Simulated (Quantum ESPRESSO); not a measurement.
# Ga under changes of volume

One of the cells (18.191 Å³/atom); the others are scaled copies at fixed shape and fractional positions:

```xyz
2
Lattice="2.7784 0.0000 0.0000 0.0000 3.2816 0.0000 -1.3434 0.0000 3.9903" Properties=species:S:1:pos:R:3 pbc="T T T"
Ga   -0.6607    2.4612    3.0732
Ga    2.0957    0.8204    0.9171
```

This isn't the form of Ga at room conditions, which is orthorhombic.

| Quantity | Value |
| --- | --- |
| Program | Quantum ESPRESSO 7.5 |
| Functional | r2SCAN |
| Potentials or basis | SG15 PBE 1.2 |
| Cutoff | 1197 eV |
| Density cutoff | 4789 eV |
| k mesh | 4 × 3 × 3 |
| Occupations | fermi-dirac, width 0.05 eV |
| Spin | no spin polarisation |

| volume (Å³/atom) | energy over the lowest point (meV/atom) | pressure (GPa) |
| --- | --- | --- |
| 17.100 | 9.34 | 2.4 |
| 17.463 | 4.99 | 1.6 |
| 17.827 | ? | ? |
| 18.191 | 0.00 | 0.0 |
| 18.555 | 0.45 | -1.0 |
| 18.919 | 3.24 | -1.9 |
| 19.283 | 8.26 | -2.8 |

What does the run at 17.827 Å³/atom give?

Energy over the lowest point 1.70 meV/atom; pressure 0.9 GPa.

Worked out: A Birch-Murnaghan fit of order 3 (a polynomial in V^(-2/3)) to the other rows has its minimum at 18.31 Å³/atom with B0 = V·E''(V) = 47 GPa (rough, since the energies scatter) at fixed shape and positions, which overstates the stiffness. It gives 1.67 meV/atom at 17.827 Å³/atom, against the run's 1.70, and -dE/dV = 1.1 GPa, against 0.9.

Energies are extrapolated to zero smearing.

Caveats: all runs use coarse meshes; the potentials were made for another functional, which shifts forces and pressure.
